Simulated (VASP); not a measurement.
W, 9 atoms in the cell. The cell holds a slab with vacuum, 9 atoms: a = 3.165 Å, b = 3.165 Å, c = 26.660 Å, α = 90.00°, β = 90.00°, γ = 90.00°. 

- Program: VASP 6.6.1
- Task: work function
- Functional: RPBE
- Potentials or basis: VASP PAW PBE potentials, release 64 (W_sv)
- Cutoff: 520 eV
- k mesh: 12 × 12 × 1
- Occupations: gaussian, width 0.1 eV
- Spin: no spin polarisation
- Further INCAR settings: ALGO = Normal; EDIFF = 1e-06

Potentials or basis: VASP PAW PBE potentials, release 64 (W_sv).

Run with:

```bash
$ cat potpaw_PBE.64/W_sv/POTCAR > POTCAR
$ mpirun -np 1 vasp_std > vasp.out
```

Hardware: 1 thread of Intel(R) Xeon(R) 6975P-C (Granite Rapids), on a shared host.

Task: How long does it take, and how much memory?

Result: It took 7.6 min on 1 thread of Intel(R) Xeon(R) 6975P-C (Granite Rapids), on a shared host, peak memory 0.55 GiB. Counts: scf iterations 30, k points 28.
